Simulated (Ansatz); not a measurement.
TiAl:

```
Ti Al
1.0
     3.17906    0.00000    0.00000
     0.00000    3.17906    0.00000
     0.00000    0.00000    3.17906
Ti Al
1 1
Direct
  0.00000 0.00000 0.00000
  0.50000 0.50000 0.50000
```

The cell comes from a database or a generator and needn't be the stable form of this composition.

```yaml
Program: Ansatz 0.2.0
Task: relaxation of cell and atoms
Functional: BLYP
Potentials_or_basis: Ansatz PAW
Cutoff: "420 eV (not typed: the program's choice for these potentials)"
k_mesh: 8 × 8 × 8
Occupations: fermi-dirac, width 0.05 eV
Spin: no spin polarisation
```

At the start: volume 16.06 Å³/atom.

Where does the relaxation end?

It ends after 5 steps and the volume is 16.63 Å³/atom (+3.5 %); space group Pm-3m (No. 221, to 0.05 Å).

Step by step:
```tsv
step	energy change (eV)	largest force (eV/Å)	volume (Å³)
1	0.0000	0.0000	32.13
2	-0.0102	0.0000	33.76
3	-0.0126	0.0000	33.29
4	-0.0127	0.0000	33.27
5	-0.0131	0.0000	33.27
```

Final structure:
```
CELL_PARAMETERS angstrom
3.21618 0.00000 0.00000
0.00000 3.21618 0.00000
0.00000 0.00000 3.21618
ATOMIC_POSITIONS crystal
Ti 0.00000 0.00000 0.00000
Al 0.50000 0.50000 0.50000
```

Caveat: the plane-wave basis is chosen anew once the cell has moved, so the energies of steps on either side of that aren't comparable; the PAW data sets come from PBE, with cores solved anew for the run's functional, which leaves a small shift of forces and pressure.
